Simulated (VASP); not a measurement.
Input of a VASP 6.6.1 run:

File INCAR:

```
PREC = Accurate ; ENCUT = 520
EDIFF = 1E-6 ; ISMEAR = 0
SIGMA = 0.15 ; LREAL = F
LASPH = T ; NELM = 100
ALGO = Fast ; ISIF = 2
LWAVE = F ; LCHARG = F
NBANDS = 7
```

KPOINTS

```
regular mesh
0
Gamma
  18 18 18
```

Contents of POSCAR:

```
Mg
1.0
    0.0000000000      2.2442560000      2.3564688000
    2.2442560000      0.0000000000      2.3564688000
    2.2442560000      2.2442560000      0.0000000000
Mg
1
Direct
    0.0000000000      0.0000000000      0.0000000000
```

Potentials or basis: VASP PAW LDA potentials, release 64 (Mg).

Run with:

```sh
$ cat potpaw_LDA.64/Mg/POTCAR > POTCAR
$ mpirun -np 1 vasp_std > vasp.out
```

(1) Estimate the band gap on the k mesh.

(2) What does it give for the pressure?

## Answers

(1) none (metal or under the smearing width).

(2) -3.1 GPa.
